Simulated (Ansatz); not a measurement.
# Dielectric response of GaN (10-10) films

Wanted: ε of wurtzite GaN (10-10) by finite fields on slabs, and the band edges against the vacuum where run.

Calculated with Ansatz 0.2.0; plane-wave DFT, PBEsol, Ansatz PAW.

## (1) The starting structure

The cell holds 12 atoms: 6 Ga and 6 N. Cell: a = 3.190 Å, b = 5.190 Å, c = 24.446 Å, α = 90.0°, β = 90.0°, γ = 90.0°. It derives from GaN (wurtzite GaN). Vacuum lies along c.

Structure file:

```xyz
12
Lattice="3.1900 0.0000 0.0000 0.0000 5.1900 0.0000 0.0000 0.0000 24.4461" Properties=species:S:1:pos:R:3
Ga    0.0000    0.0000    9.0000
N     0.0000    1.9566    9.0000
Ga    1.5950    2.5950    9.9209
N     1.5950    4.5516    9.9209
Ga    1.5950    0.0000   11.7626
N     1.5950    1.9566   11.7626
Ga    0.0000    2.5950   12.6835
N     0.0000    4.5516   12.6835
Ga    0.0000    0.0000   14.5252
N     0.0000    1.9566   14.5252
Ga    1.5950    2.5950   15.4461
N     1.5950    4.5516   15.4461
```

## (2) Relaxing the film, 12 atoms, units 3

The structure is relaxed first, because levels and dipoles at a surface follow the positions of the outer atoms.

input.yaml

```yaml
crystal:
  lattice:
    - [3.19, 0.0, 0.0]
    - [0.0, 5.19, 0.0]
    - [0.0, 0.0, 24.4461157555]
  atoms:
    - { symbol: Ga, position: [0.0, 0.0, 0.3681566466] }
    - { symbol: "N", position: [0.0, 0.377, 0.3681566466] }
    - { symbol: Ga, position: [0.5, 0.5, 0.4058261762] }
    - { symbol: "N", position: [0.5, 0.877, 0.4058261762] }
    - { symbol: Ga, position: [0.5, 0.0, 0.4811652352] }
    - { symbol: "N", position: [0.5, 0.377, 0.4811652352] }
    - { symbol: Ga, position: [0.0, 0.5, 0.5188347648] }
    - { symbol: "N", position: [0.0, 0.877, 0.5188347648] }
    - { symbol: Ga, position: [0.0, 0.0, 0.5941738238] }
    - { symbol: "N", position: [0.0, 0.377, 0.5941738238] }
    - { symbol: Ga, position: [0.5, 0.5, 0.6318433534] }
    - { symbol: "N", position: [0.5, 0.877, 0.6318433534] }
kpoints:
  mp_grid: { grid: [8, 6, 1] }
hamiltonian:
  xc: pbesol
scf:
  occupations: { method: fixed }
  convergence: { dr2_threshold: 1.0e-09 }
efield:
  axis: 3
  dipole_correction: true
  ramp_position: 0.97
  ramp_width: 0.06
relax:
  f_tol: 0.003
  max_steps: 100
output:
  write_potential: true
  write_density: true
  volumetric_format: npy
```

Started as:

```console
ansatz run input.yaml --threads 4 --pin off --max-ram 8192MiB --backend cpu --events-out ev --progress --plain --runs-dir out
```

Numbers of over 12 decimals in the logs are rounded to 6 here.

Log:

```text
Engine: ansatz 0.2.0, aarch64-unknown-linux-gnu
Pseudopotentials: kind: paw
Pseudopotential: Ga, paw, valence charge 13, recommended cutoff 420 eV (normal), Ga.paw.azcp
Pseudopotential: N, paw, valence charge 5, recommended cutoff 420 eV (normal), N.paw.azcp
Functional definition: PBEsol
  exchange = pbesol_x
  correlation = pbesol_c
Crystal: 12 atoms, lattice volume = 404.732 Å³
Basis set: ecut = 420 eV, 7939 PW (Γ), exchange–correlation on 48×72×360 points (8 copies of the dense FFT grid, shifted against one another)
Bands: 66, of which v1, the nominal top of the filled ones, is band 54 counted from 1 (53 counted from 0)
Symmetry: 2 space group operations
k-points: 20 of 48 (time reversal used)
Non-local potential: Ga, projectors of the file, l = 0: 2, l = 1: 2, l = 2: 3, l = 3: 1
Non-local potential: N, projectors of the file, l = 0: 2, l = 1: 2, l = 2: 1
PAW form: soft (Blöchl's): semilocal exchange-correlation on the pseudo side does not see the compensation charge
PAW frozen core: Ga, regenerated for the run's functional, and the local potential with it (the file was generated under x = pbe(κ = 0.804, μ = 0.219515), c = pbe(β = 0.066725))
PAW frozen core: N, regenerated for the run's functional, and the local potential with it (the file was generated under x = pbe(κ = 0.804, μ = 0.219515), c = pbe(β = 0.066725))
PAW one-centre angular grid: Ga, 590 points (default); XC on 64 Gauss nodes
PAW one-centre angular grid: N, 110 points (default); XC on 64 Gauss nodes
Initial density: superposition of atomic densities (neutral atoms: chi_scale 0, normalization atom), corrected by the library's trained network
Initial wavefunctions: pseudopotential atomic-orbital guess
Functional: x = pbesol(κ = 0.804, μ = 0.123457), c = pbesol(β = 0.046)
SCF iter   1: F=—  HF=-24732.448245 eV  |F-HF|=—  |Δ(HF+E_count)|=         —  Δρ=8.53e-3  dr2=3.47e-1  ethr=1.77e-3  p=-0.000 e·Å  D=-4.41e-14 V/Å  ΔV_dip=0.00 eV  dr2_dipole=5.84e-8  V_vac-E_F(+/−)=4.73/4.73 eV  ⟨swp⟩=5.0  Hψ=4683  notcnv=0  defer=200
efield: sawtooth ramp at fractional position 0.9700 (set: `efield.ramp_position`, or a place that a band, a saddle search or an elastic batch's reference lends), width 0.0600; the density the first Hamiltonian is built on has a dipole p = -0.000 e·Å; the dipole correction subtracts the counter field D = -4.41e-14 V/Å, which shifts the + side's vacuum level by +0.00 eV against the − side's; the planar-averaged density in the ramp window peaks in size at 1.3e-5 e/Å³
preconditioner: auto → Resta (q_TF=auto, 2.189 Å⁻¹)  ε∞=2.6  [insulator: Δε(μ)=0.238 eV  Ē_g=15.312 eV  n_scr=60 (ndim 8)  ℏωp=19.2 eV  f_vac=0.612  ε∞_Penn≈2.6  vacuum switching on, ρ_ref=1.7e-2 e/Å³]
SCF iter   2: F=—  HF=-24732.379097 eV  |F-HF|=—  |Δ(HF+E_count)|=   6.91e-2  Δρ=2.56e-3  dr2=4.03e-2  ethr=3.21e-4  p=0.000 e·Å  D=4.59e-5 V/Å  ΔV_dip=-0.00 eV  dr2_dipole=1.53e-7  V_vac-E_F(+/−)=5.19/5.20 eV  ⟨swp⟩=2.8  Hψ=1921  notcnv=0  defer=199  κ⁻¹=1.0e0(r=1)
density mixer auto → broyden: gapped, with many states about μ (density of states about μ 0.34 of a free-electron gas's, 60 screened modes)
SCF iter   3: F=—  HF=-24732.373050 eV  |F-HF|=—  |Δ(HF+E_count)|=   6.05e-3  Δρ=7.93e-4  dr2=2.21e-3  ethr=3.73e-5  p=-0.000 e·Å  D=-1.15e-5 V/Å  ΔV_dip=0.00 eV  dr2_dipole=9.44e-9  V_vac-E_F(+/−)=5.06/5.06 eV  ⟨swp⟩=2.2  Hψ=1630  notcnv=0  defer=200  κ⁻¹=1.6e-2(r=2)
SCF iter   4: F=—  HF=-24732.373297 eV  |F-HF|=—  |Δ(HF+E_count)|=   2.47e-4  Δρ=3.92e-4  dr2=5.76e-4  ethr=2.05e-6  p=0.000 e·Å  D=3.51e-6 V/Å  ΔV_dip=-0.00 eV  dr2_dipole=1.66e-9  V_vac-E_F(+/−)=5.07/5.07 eV  ⟨swp⟩=2.0  Hψ=1676  notcnv=0  defer=200  κ⁻¹=2.4e-3(r=3)
SCF iter   5: F=—  HF=-24732.373449 eV  |F-HF|=—  |Δ(HF+E_count)|=   1.52e-4  Δρ=1.56e-4  dr2=7.06e-5  ethr=5.34e-7  p=-0.000 e·Å  D=-1.05e-6 V/Å  ΔV_dip=0.00 eV  dr2_dipole=1.02e-10  V_vac-E_F(+/−)=5.08/5.08 eV  ⟨swp⟩=2.7  Hψ=2341  notcnv=0  defer=200  κ⁻¹=1.8e-4(r=4)
SCF iter   6: F=—  HF=-24732.373495 eV  |F-HF|=—  |Δ(HF+E_count)|=   4.59e-5  Δρ=3.56e-5  dr2=3.84e-6  ethr=6.53e-8  p=0.000 e·Å  D=1.24e-6 V/Å  ΔV_dip=-0.00 eV  dr2_dipole=2.12e-10  V_vac-E_F(+/−)=5.08/5.08 eV  ⟨swp⟩=3.0  Hψ=2502  notcnv=0  defer=194  κ⁻¹=2.3e-5(r=5)
SCF iter   7: F=—  HF=-24732.373646 eV  |F-HF|=—  |Δ(HF+E_count)|=   1.51e-4  Δρ=1.68e-5  dr2=6.98e-7  ethr=3.55e-9  p=-0.000 e·Å  D=-1.54e-6 V/Å  ΔV_dip=0.00 eV  dr2_dipole=2.87e-10  V_vac-E_F(+/−)=5.08/5.08 eV  ⟨swp⟩=2.0  Hψ=2140  notcnv=0  defer=180  κ⁻¹=2.2e-6(r=6)
SCF iter   8: F=—  HF=-24732.373647 eV  |F-HF|=—  |Δ(HF+E_count)|=   7.47e-7  Δρ=7.25e-6  dr2=1.14e-7  ethr=6.46e-10  p=0.000 e·Å  D=2.68e-6 V/Å  ΔV_dip=-0.00 eV  dr2_dipole=7.67e-10  V_vac-E_F(+/−)=5.08/5.08 eV  ⟨swp⟩=2.0  Hψ=2035  notcnv=0  defer=181  κ⁻¹=3.4e-7(r=7)
SCF iter   9: F=—  HF=-24732.373647 eV  |F-HF|=—  |Δ(HF+E_count)|=   1.54e-7  Δρ=2.23e-6  dr2=1.48e-8  ethr=1.06e-10  p=-0.000 e·Å  D=-2.49e-6 V/Å  ΔV_dip=0.00 eV  dr2_dipole=7.25e-10  V_vac-E_F(+/−)=5.08/5.08 eV  ⟨swp⟩=2.0  Hψ=2202  notcnv=0  defer=180  κ⁻¹=6.2e-8(r=8)
SCF iter  10: F=—  HF=-24732.373647 eV  |F-HF|=—  |Δ(HF+E_count)|=   1.34e-8  Δρ=8.77e-7  dr2=3.12e-9  ethr=1.37e-11  p=0.000 e·Å  D=1.70e-6 V/Å  ΔV_dip=-0.00 eV  dr2_dipole=3.06e-10  V_vac-E_F(+/−)=5.08/5.08 eV  ⟨swp⟩=2.1  Hψ=2135  notcnv=0  defer=181  κ⁻¹=2.2e-7(r=8)
SCF iter  11: F=-24732.373647 eV  HF=-24732.373647 eV  |F-HF|=4.18e-10  |Δ(HF+E_count)|=  8.99e-10  Δρ=3.72e-7  dr2=3.25e-10  ethr=1.00e-12  p=-0.000 e·Å  D=-2.76e-7 V/Å  ΔV_dip=0.00 eV  dr2_dipole=6.81e-12  V_vac-E_F(+/−)=5.08/5.08 eV  ⟨swp⟩=8.3  Hψ=8332  notcnv=0
SCF 1 converged in 11 iterations: F = -24732.373647 eV  dr2 = 3.25e-10
  greatest PAW one-centre occupation: 0.996 electrons in one spin orbital (limit 2), on the Ga atom at site 0 (counted from 0), in its partial waves of l = 2
relax step   1: F+E_penalty+E_count = -24732.37364688 eV  Δ(F+E_penalty+E_count) = +0.000e0 eV  max|allowed force component| = 2.057e0 eV/Å  Δτ_max = 0.0000 Å  (11 SCF iters, accepted)
Initial density: handed on by an earlier stage of this run
Initial wavefunctions: those handed on with the density
iter 1 solved again at ethr=1.92e-4 eV; its pass at ethr=3.10e-3 eV (dr2=2.08e-1 eV) is discarded
SCF iter   1: F=—  HF=-24733.212872 eV  |F-HF|=—  |Δ(HF+E_count)|=         —  Δρ=1.07e-2  dr2=2.08e-1  ethr=1.92e-4  p=-0.000 e·Å  D=-2.76e-7 V/Å  ΔV_dip=0.00 eV  dr2_dipole=1.25e-11  V_vac-E_F(+/−)=5.35/5.35 eV  ⟨swp⟩=1.6  Hψ=5415  notcnv=0  defer=200
[...]
relax step   4: F+E_penalty+E_count = -24733.48152470 eV  Δ(F+E_penalty+E_count) = -4.541e-2 eV  max|allowed force component| = 1.370e-1 eV/Å  Δτ_max = 0.0276 Å  (10 SCF iters, accepted)
[...]
relax step   5: F+E_penalty+E_count = -24733.48623176 eV  Δ(F+E_penalty+E_count) = -4.707e-3 eV  max|allowed force component| = 7.217e-2 eV/Å  Δτ_max = 0.0209 Å  (9 SCF iters, accepted)
[...]
relax step   6: F+E_penalty+E_count = -24733.48727070 eV  Δ(F+E_penalty+E_count) = -1.039e-3 eV  max|allowed force component| = 7.341e-3 eV/Å  Δτ_max = 0.0102 Å  (8 SCF iters, accepted)
SCF iter   1: F=—  HF=-24733.487134 eV  |F-HF|=—  |Δ(HF+E_count)|=         —  Δρ=7.31e-5  dr2=1.38e-5  ethr=9.80e-8  p=-0.000 e·Å  D=-4.08e-7 V/Å  ΔV_dip=0.00 eV  dr2_dipole=3.85e-11  V_vac-E_F(+/−)=5.74/5.74 eV  ⟨swp⟩=2.0  Hψ=2756  notcnv=0  defer=199
efield: sawtooth ramp at fractional position 0.9700 (set: `efield.ramp_position`, or a place that a band, a saddle search or an elastic batch's reference lends), width 0.0600; the density the first Hamiltonian is built on has a dipole p = -0.000 e·Å; the dipole correction subtracts the counter field D = -4.08e-7 V/Å, which shifts the + side's vacuum level by +0.00 eV against the − side's; the planar-averaged density in the ramp window peaks in size at 4.1e-6 e/Å³
preconditioner: auto → Resta (q_TF=auto, 2.189 Å⁻¹)  ε∞=2.5  [insulator: Δε(μ)=1.627 eV  Ē_g=15.730 eV  n_scr=60 (ndim 8)  ℏωp=19.2 eV  f_vac=0.628  ε∞_Penn≈2.5  vacuum switching on, ρ_ref=1.8e-2 e/Å³]
SCF iter   2: F=—  HF=-24733.487130 eV  |F-HF|=—  |Δ(HF+E_count)|=   3.67e-6  Δρ=3.51e-5  dr2=2.73e-6  ethr=1.28e-8  p=0.000 e·Å  D=8.05e-7 V/Å  ΔV_dip=-0.00 eV  dr2_dipole=5.45e-12  V_vac-E_F(+/−)=5.74/5.74 eV  ⟨swp⟩=2.0  Hψ=1776  notcnv=0  defer=118  κ⁻¹=1.0e0(r=1)
density mixer auto → broyden: gapped, where msr1 would fit the directions that read negative (density of states about μ 0.07 of a free-electron gas's, 60 screened modes)
SCF iter   3: F=—  HF=-24733.487280 eV  |F-HF|=—  |Δ(HF+E_count)|=   1.50e-4  Δρ=1.20e-5  dr2=3.53e-7  ethr=2.53e-9  p=0.000 e·Å  D=1.16e-7 V/Å  ΔV_dip=-0.00 eV  dr2_dipole=7.12e-12  V_vac-E_F(+/−)=5.74/5.74 eV  ⟨swp⟩=2.0  Hψ=1594  notcnv=0  defer=118  κ⁻¹=2.1e-1(r=2)
SCF iter   4: F=—  HF=-24733.487280 eV  |F-HF|=—  |Δ(HF+E_count)|=   5.74e-8  Δρ=3.67e-6  dr2=3.97e-8  ethr=3.26e-10  p=0.000 e·Å  D=5.21e-7 V/Å  ΔV_dip=-0.00 eV  dr2_dipole=2.23e-13  V_vac-E_F(+/−)=5.74/5.74 eV  ⟨swp⟩=2.0  Hψ=2261  notcnv=0  defer=118  κ⁻¹=1.6e-2(r=3)
SCF iter   5: F=—  HF=-24733.487280 eV  |F-HF|=—  |Δ(HF+E_count)|=  1.31e-10  Δρ=1.23e-6  dr2=4.38e-9  ethr=3.67e-11  p=0.000 e·Å  D=4.72e-7 V/Å  ΔV_dip=-0.00 eV  dr2_dipole=1.51e-14  V_vac-E_F(+/−)=5.74/5.74 eV  ⟨swp⟩=2.0  Hψ=1847  notcnv=0  defer=118  κ⁻¹=2.3e-3(r=4)
SCF iter   6: F=-24733.487280 eV  HF=-24733.487280 eV  |F-HF|=2.55e-11  |Δ(HF+E_count)|=  4.40e-10  Δρ=4.39e-7  dr2=4.13e-10  ethr=1.00e-12  p=0.000 e·Å  D=4.38e-7 V/Å  ΔV_dip=-0.00 eV  dr2_dipole=8.33e-13  V_vac-E_F(+/−)=5.74/5.74 eV  ⟨swp⟩=8.1  Hψ=8236  notcnv=0
SCF 7 converged in 6 iterations: F = -24733.487280 eV  dr2 = 4.13e-10
relax step   7: F+E_penalty+E_count = -24733.48728018 eV  Δ(F+E_penalty+E_count) = -9.477e-6 eV  max|allowed force component| = 1.210e-3 eV/Å  Δτ_max = 0.0008 Å  (6 SCF iters, accepted)
NSCF: frozen V_eff on 20 k-points
the band table was solved once a step of the walk had ended and its energy, with any forces and stress, was formed, with the checks that follow a solve (7751 applications of the Hamiltonian). They found nothing against the state; the energy, forces and stress were not computed again (output.eigenvalues in the input reference)
WARN: The output density's exchange-correlation potential varies sharply where the density is thin. Do not read a vacuum level from v_tot or v_xc, or from such a field of the output density. On a cell that repeats whose density bears no net charge and no dipole along the vacuum's axis use v_es (v_loc + v_h of the components); under efield.dipole_correction with no amplitude use v_es + v_field, which holds any externa [...]
SCF converged after 6 iterations
Stability not checked: this state was not tested for a lower state beside it, because the mixer in use, unlike msr1, does not test its closes by its own steps (another_mixer; see scf.mixing.algorithm and scf.lower_state_search)
Free energy (F): -24733.487280 eV
Harris-Foulkes:  -24733.487280 eV  (|F-HF|=2.55e-11)
Internal energy: -24733.487280 eV  (E = F + TS)
E sigma→0 (E₀):  -24733.487280 eV
Fermi energy:    -0.553979 eV
Dipole field:    D = -0.000000 V/Å  (p = -0.000001 e·Å, saw-weighted, corrected)
Work function:   Φ+ = 5.7378 eV   Φ− = 5.7378 eV
Levels:          The Fermi level and band energies are counted from a zero that moves with the ramp; work functions are not
--- Per-component energies (eV) ---
  E_band       = -1139.259321
  E_kinetic    = 1476.665014
  E_local      = -132144.570566  (includes V_loc(G=0)·N_el)
  E_nonlocal   = 2850.250377
  E_hartree    = 65046.415586
  E_xc         = -765.046083
  E_vxc        = -801.211541  (∫ρ·V_xc dr)
  E_paw        = -12450.284912  (= ΣΔE_a)
  E_vpaw       = -2613.223306  (= ΣTr[D̂ρ^β])
  E_aug_tail   = -0.000026  (compensation charges beyond the density's cutoff)
  E_efield     = 0.000000  (sawtooth field / dipole correction)
  E_vefield    = 0.000000  (∫n·V_field dr)
  E_ewald      = 51247.736869
  E_core_change = 5.346460  (= ΣΔE_core)
  E_smearing   = -0.000000  (= −TS)
  E_closure    = -0.000000  (closes the sum)
  Σ components = -24733.487280   (vs F -24733.487280, Δ=0.00e0)
--- Forces (eV/Å), atoms counted from 1 ---
  atom   1  Ga     0.00000000     0.00000369     0.00013522
  atom   2  N      0.00000000     0.00056231     0.00094711
  atom   3  Ga     0.00000000    -0.00120970    -0.00038702
  atom   4  N      0.00000000     0.00073482    -0.00036253
  atom   5  Ga     0.00000000    -0.00039589    -0.00001858
  atom   6  N      0.00000000     0.00030630     0.00017488
  atom   7  Ga     0.00000000    -0.00039631     0.00000110
  atom   8  N      0.00000000     0.00030649    -0.00015765
  atom   9  Ga     0.00000000    -0.00120971     0.00037321
  atom  10  N      0.00000000     0.00073477     0.00037581
  atom  11  Ga     0.00000000     0.00000195    -0.00013871
  atom  12  N      0.00000000     0.00056085    -0.00094317
  max |Σ_I F_I| component: 4.29e-7 eV/Å
--- Band table (eV; the first three rows and the last of 20) ---
  k-point 0: bands = [... 50 lower, -0.9586, -0.8391, -0.6600, -0.5777, 1.0734, 2.1276, 3.6917, 4.1597, ... 8 higher]
  k-point 1: bands = [... 50 lower, -0.9836, -0.9506, -0.6778, -0.6092, 1.5990, 2.2934, 3.5604, 4.0045, ... 8 higher]
  k-point 2: bands = [... 50 lower, -1.1794, -0.9439, -0.9302, -0.6436, 2.3129, 2.6037, 3.4784, 3.8301, ... 8 higher]
  k-point 19: bands = [... 50 lower, -2.2704, -2.2704, -0.9815, -0.9814, 2.7315, 2.7315, 4.1922, 4.1922, ... 8 higher]
--- Relaxed structure (7 steps of the walk, 7 accepted, 0 SCFs on fresh bases) ---
  F+E_penalty+E_count = -24733.48728018 eV   max|allowed force component| = 1.210e-3 eV/Å
  atoms:
    - { symbol: Ga, position: [0.0, 0.027069, 0.380485] }
    - { symbol: N, position: [0.0, 0.372642, 0.369514] }
    - { symbol: Ga, position: [0.5, 0.493210, 0.401557] }
    - { symbol: N, position: [0.5, 0.867737, 0.405315] }
    - { symbol: Ga, position: [0.5, -0.00241317, 0.483941] }
    - { symbol: N, position: [0.5, 0.372755, 0.481178] }
    - { symbol: Ga, position: [0.0, 0.497587, 0.516059] }
    - { symbol: N, position: [0.0, 0.872755, 0.518822] }
    - { symbol: Ga, position: [0.0, -0.00678956, 0.598443] }
    - { symbol: N, position: [0.0, 0.367737, 0.594685] }
    - { symbol: Ga, position: [0.5, 0.527069, 0.619515] }
    - { symbol: N, position: [0.5, 0.872642, 0.630486] }
```

Wall time 86 s (4 threads of Arm Neoverse V2, shared host); peak memory 0.86 GiB; 5.4 min of CPU time.

The steps of the relaxation:

```csv
step,energy less that of the first step (eV),largest force component (eV/Å)
1,0.0000,2.0573
2,-0.7899,1.0354
3,-1.0625,0.7968
4,-1.1079,0.1370
5,-1.1126,0.0722
6,-1.1136,0.0073
7,-1.1136,0.0012
```

The run keeps the 2 symmetry operations that it works with, so distortions that break them were not tested.

The atoms that moved most (Å):

```csv
atom,dx,dy,dz,length
Ga1,0.000,0.140,0.301,0.333
Ga11,0.000,0.140,-0.301,0.333
Ga9,0.000,-0.035,0.104,0.110
Ga3,0.000,-0.035,-0.104,0.110
Ga5,0.000,-0.013,0.068,0.069
Ga7,0.000,-0.013,-0.068,0.069
N4,0.000,-0.048,-0.013,0.050
N10,0.000,-0.048,0.013,0.050
```

Final coordinates:

```cif
data_structure
_symmetry_space_group_name_H-M 'P 1'
_symmetry_Int_Tables_number 1
_cell_length_a 3.1900
_cell_length_b 5.1900
_cell_length_c 24.4461
_cell_angle_alpha 90.000
_cell_angle_beta 90.000
_cell_angle_gamma 90.000
_cell_volume 404.73
loop_
_atom_site_label
_atom_site_type_symbol
_atom_site_fract_x
_atom_site_fract_y
_atom_site_fract_z
_atom_site_occupancy
Ga1 Ga 0.00000 0.02707 0.38048 1
N2 N 0.00000 0.37264 0.36951 1
Ga3 Ga 0.50000 0.49321 0.40156 1
N4 N 0.50000 0.86774 0.40531 1
Ga5 Ga 0.50000 0.99759 0.48394 1
N6 N 0.50000 0.37275 0.48118 1
Ga7 Ga 0.00000 0.49759 0.51606 1
N8 N 0.00000 0.87275 0.51882 1
Ga9 Ga 0.00000 0.99321 0.59844 1
N10 N 0.00000 0.36774 0.59469 1
Ga11 Ga 0.50000 0.52707 0.61952 1
N12 N 0.50000 0.87264 0.63049 1
```

This step gave:

```yaml
gap_on_the_k_mesh: 1.627 eV
dipole_along_the_normal: -9.52e-7 e·Å
ionisation_energy_upper_face: 5.738 eV
electron_affinity_upper_face: 4.110 eV
```

Running mean over 2.763 Å of the planar mean; the ramp of the sawtooth is left out. Table of electron's electrostatic potential energy less the highest filled level by z:

```csv
z (Å),electron's electrostatic potential energy less the highest filled level (eV)
3.0,5.74
3.5,5.74
4.0,5.74
4.5,5.74
5.0,5.74
5.5,5.73
6.0,5.72
6.5,5.65
7.0,5.34
7.5,4.04
8.0,1.59
8.5,-1.17
9.0,-3.30
9.5,-4.18
10.0,-4.65
10.5,-4.85
11.0,-4.72
11.5,-4.48
12.0,-4.42
12.5,-4.42
13.0,-4.50
13.5,-4.74
14.0,-4.85
14.5,-4.60
15.0,-4.12
15.5,-3.14
16.0,-0.880
16.5,1.88
17.0,4.25
17.5,5.40
18.0,5.66
18.5,5.72
19.0,5.73
19.5,5.74
20.0,5.74
20.5,5.74
21.0,5.74
```

The relaxation took 7 steps and lowered the energy by 1.1 eV; the largest force on the free atoms ends at 0.0012 eV/Å.

The gap is 1.63 eV, with the valence edge 5.74 eV and the conduction edge 4.11 eV under the upper vacuum level.

(Continued in part 2 of 4.)

[Logs are printed without paths, hosts, clocks, repeated set-up lines and the standing remarks that a program may print on its own settings, such as how far it seeks lower states.]

[Hosts, paths, dates, database ids (printed as entryN), source tags and the programs' standing remarks are cut or masked in the printed files.]

[Maps of the electrostatic potential energy from Ansatz leave out the sawtooth potential of an applied field or a dipole correction, so their vacuum need not be flat; planar profiles and work functions include it.]
